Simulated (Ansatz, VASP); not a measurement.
One calculation of Sn, two programs

```
Sn
1.0
     2.71738    0.00000    0.00000
     0.00000    2.71738    0.00000
     0.00000    0.00000    2.71738
Sn
1
Direct
  0.00000 0.00000 0.00000
```

Change from the starting cell: volume scaled by 0.68, LAPW.

Alike in both runs: task single point; functional PBE; k mesh 12 × 12 × 12; occupations fermi-dirac, width 0.08 eV; no spin polarisation.

```csv
,VASP,Ansatz
version,VASP 6.6.1,Ansatz 0.2.0
potentials or method,"VASP PAW PBE potentials, release 64 (Sn_d), cutoff 520 eV","all-electron LAPW, scalar-relativistic"
```

|  | VASP | Ansatz | Ansatz less VASP |
| --- | --- | --- | --- |
| pressure (GPa) | 45.1 | 45.1 | +0.03 |

Ansatz ran all-electron here, so the differences hold the error of VASP's frozen core and of both bases.

Caveats: so large a pressure means that the cell lies far from this level's equilibrium, or that cutoff or potentials fall short (VASP).
